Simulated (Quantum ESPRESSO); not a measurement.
# TePb (Pm-3m) in Quantum ESPRESSO: equation of state, part 2 of 2

Quantum ESPRESSO 7.5.

## (8) Single point, PBE, 33.98 Å³/atom

File pw.in:

```
&CONTROL
  calculation = 'scf'
  prefix = 'pwscf'
  outdir = './tmp'
  pseudo_dir = './pseudo'
  tprnfor = .true.
  tstress = .true.
  disk_io = 'nowf'
/
&SYSTEM
  ibrav = 0
  nat = 2
  ntyp = 2
  ecutwfc = 55
  ecutrho = 440
  nbnd = 16
  occupations = 'smearing'
  smearing = 'fd'
  degauss = 0.00367493
/
&ELECTRONS
  conv_thr = 4d-10
  electron_maxstep = 120
  mixing_beta = 0.5
/
ATOMIC_SPECIES
Pb   207.2000 Pb.pbe-dn-kjpaw_psl.0.2.2.UPF
Te   127.6000 Te_pbe_v1.uspp.F.UPF
CELL_PARAMETERS angstrom
   4.0807831442    0.0000000000    0.0000000000
   0.0000000000    4.0807831442    0.0000000000
   0.0000000000    0.0000000000    4.0807831442
ATOMIC_POSITIONS crystal
Pb     0.0000000000    0.0000000000    0.0000000000
Te     0.5000000000    0.5000000000    0.5000000000
K_POINTS automatic
7 7 7 0 0 0
```

Potentials or basis: SSSP 1.3 efficiency PBE.

Launch:

```bash
$ OMP_NUM_THREADS=1 pw.x -in pw.in > pw.out
```

pw.out:

```text
This program is part of the open-source Quantum ESPRESSO suite
     for quantum simulation of materials; please cite
         "P. Giannozzi et al., J. Phys.:Condens. Matter 21 395502 (2009);
         "P. Giannozzi et al., J. Phys.:Condens. Matter 29 465901 (2017);
         "P. Giannozzi et al., J. Chem. Phys. 152 154105 (2020);
     in publications or presentations arising from this work. More details at

     file Pb.pbe-dn-kjpaw_psl.0.2.2.UPF: wavefunction(s)  6S renormalized
     Message from routine setup:
     using ibrav=0 with symmetry is DISCOURAGED, use correct ibrav instead

     G-vector sticks info
     --------------------
     sticks:   dense  smooth     PW     G-vecs:    dense   smooth      PW
     Sum        2085    1041    293                71591    25341    3911

     Using Slab Decomposition

     bravais-lattice index     =            0
     lattice parameter (alat)  =       7.7116  a.u.
     unit-cell volume          =     458.5927 (a.u.)^3
     number of atoms/cell      =            2
     number of atomic types    =            2
     number of electrons       =        20.00
     number of Kohn-Sham states=           16
     kinetic-energy cutoff     =      55.0000  Ry
     charge density cutoff     =     440.0000  Ry
     scf convergence threshold =      4.0E-10
     mixing beta               =       0.5000
     number of iterations used =            8  plain     mixing
     Exchange-correlation= SLA  PW   PBE  PBE
                           (   1   4   3   4   0   0   0)

     celldm(1)=   7.711563  celldm(2)=   0.000000  celldm(3)=   0.000000
     celldm(4)=   0.000000  celldm(5)=   0.000000  celldm(6)=   0.000000

     crystal axes: (cart. coord. in units of alat)
               a(1) = (   1.000000   0.000000   0.000000 )
               a(2) = (   0.000000   1.000000   0.000000 )
               a(3) = (   0.000000   0.000000   1.000000 )

     reciprocal axes: (cart. coord. in units 2 pi/alat)
               b(1) = (  1.000000  0.000000  0.000000 )
               b(2) = (  0.000000  1.000000  0.000000 )
               b(3) = (  0.000000  0.000000  1.000000 )

     PseudoPot. # 1 for Pb read from file:
     Pb.pbe-dn-kjpaw_psl.0.2.2.UPF
     Pseudo is Projector augmented-wave + core cor, Zval = 14.0
     Generated using "atomic" code by A. Dal Corso  v.5.0.99 svn rev. 10869
     Shape of augmentation charge: PSQ
     Using radial grid of 1281 points,  6 beta functions with:
                l(1) =   0
                l(2) =   0
                l(3) =   1
                l(4) =   1
                l(5) =   2
                l(6) =   2
     Q(r) pseudized with 0 coefficients

     PseudoPot. # 2 for Te read from file:
     Te_pbe_v1.uspp.F.UPF
     Pseudo is Ultrasoft + core correction, Zval =  6.0
     Generated by new atomic code, or converted to UPF format
     Using radial grid of  891 points,  5 beta functions with:
                l(1) =   0
                l(2) =   0
                l(3) =   1
                l(4) =   1
                l(5) =   2
     Q(r) pseudized with  6 coefficients,  rinner =    1.800   1.800   1.800
                                                       1.800   1.800

     atomic species   valence    mass     pseudopotential
     Pb               14.00   207.20000     Pb( 1.00)
     Te                6.00   127.60000     Te( 1.00)

     48 Sym. Ops., with inversion, found

   Cartesian axes

     site n.     atom                  positions (alat units)
         1        Pb     tau(   1) = (   0.0000000   0.0000000   0.0000000  )
         2        Te     tau(   2) = (   0.5000000   0.5000000   0.5000000  )

     number of k points=    20  Fermi-Dirac smearing, width (Ry)=  0.0037
                       cart. coord. in units 2pi/alat
        k(    1) = (   0.0000000   0.0000000   0.0000000), wk =   0.0058309
        k(    2) = (   0.0000000   0.0000000   0.1428571), wk =   0.0349854
        k(    3) = (   0.0000000   0.0000000   0.2857143), wk =   0.0349854
        k(    4) = (   0.0000000   0.0000000   0.4285714), wk =   0.0349854
        k(    5) = (   0.0000000   0.1428571   0.1428571), wk =   0.0699708
        k(    6) = (   0.0000000   0.1428571   0.2857143), wk =   0.1399417
[... 12 lines left out ...]
        k(   19) = (   0.2857143   0.4285714   0.4285714), wk =   0.1399417
        k(   20) = (   0.4285714   0.4285714   0.4285714), wk =   0.0466472

     Dense  grid:    71591 G-vectors     FFT dimensions: (  54,  54,  54)

     Smooth grid:    25341 G-vectors     FFT dimensions: (  40,  40,  40)

     Initial potential from superposition of free atoms

     starting charge      19.9974, renormalised to      20.0000
     Starting wfcs are   13 randomized atomic wfcs +    3 random wfcs

     Self-consistent Calculation

     iteration #  1     ecut=    55.00 Ry     beta= 0.50
     Davidson diagonalization with overlap
     ethr =  1.00E-02,  avg # of iterations =  5.3

     Threshold (ethr) on eigenvalues was too large:
     Diagonalizing with lowered threshold

     Davidson diagonalization with overlap
     ethr =  3.67E-04,  avg # of iterations =  4.0

     total energy              =    -897.05246050 Ry
     estimated scf accuracy    <       0.07301631 Ry
[... 78 lines left out ...]
     iteration # 13     ecut=    55.00 Ry     beta= 0.50
     Davidson diagonalization with overlap
     ethr =  9.01E-12,  avg # of iterations =  5.2

     End of self-consistent calculation

          k = 0.0000 0.0000 0.0000 (  3119 PWs)   bands (ev):

    -9.6333  -9.6333  -9.5643  -9.5643  -9.5643  -4.2304   0.6095   6.1432
     6.1432   6.1432  11.6176  11.6176  12.4479  12.4479  12.4479  16.8120
[... 93 lines left out ...]
    -9.6041  -9.6029  -9.6029  -9.5478  -9.5478  -2.1387   0.1822   4.8631
     5.1446   5.1446   7.0604   7.0604   7.7790  18.9121  19.6556  19.6556

     the Fermi energy is     7.5954 ev

!    total energy              =    -897.07931092 Ry
     estimated scf accuracy    <          3.4E-10 Ry
     smearing contrib. (-TS)   =      -0.00085300 Ry
     internal energy E=F+TS    =    -897.07845793 Ry

     The total energy is F=E-TS. E is the sum of the following terms:
     one-electron contribution =     -41.51245867 Ry
     hartree contribution      =      34.38444918 Ry
     xc contribution           =     -58.68712843 Ry
     ewald contribution        =    -102.82977756 Ry
     one-center paw contrib.   =    -728.43354244 Ry

     convergence has been achieved in  13 iterations

     Forces acting on atoms (cartesian axes, Ry/au):

     atom    1 type  1   force =     0.00000000    0.00000000    0.00000000
     atom    2 type  2   force =     0.00000000    0.00000000    0.00000000

     Total force =     0.000000     Total SCF correction =     0.000000

     Computing stress (Cartesian axis) and pressure

          total   stress  (Ry/bohr**3)                   (kbar)     P=      -22.19
  -0.00015086   0.00000000   0.00000000          -22.19        0.00        0.00
   0.00000000  -0.00015086   0.00000000            0.00      -22.19        0.00
   0.00000000   0.00000000  -0.00015086            0.00        0.00      -22.19

=------------------------------------------------------------------------------=
   JOB DONE.
=------------------------------------------------------------------------------=
```

It took 35 s on 1 thread of Intel Xeon Platinum 8488C (Sapphire Rapids), shared host; peak memory 0.3 GiB.

What came out:

```yaml
Free_energy: -12205.3858 eV
Pressure: -2.2 GPa
Band_gap_on_the_k_mesh: none (metal or under the smearing width)
```

## (9) Equation of state, PBE

Potentials or basis: SSSP 1.3 efficiency PBE.

No new run: the results of the series are fitted here.

What came out:

- Equilibrium volume: 32.00 Å³/atom
- Bulk modulus: 40 GPa
- Pressure derivative of the bulk modulus: 3.9

Energy against volume, from the lowest point:
```
volume (Å³/atom)  energy (meV/atom)
          30.132              15.14
          30.773               6.31
          31.414               1.38
          32.055               0.00
          32.696               1.82
          33.337               6.56
          33.978              13.93
```
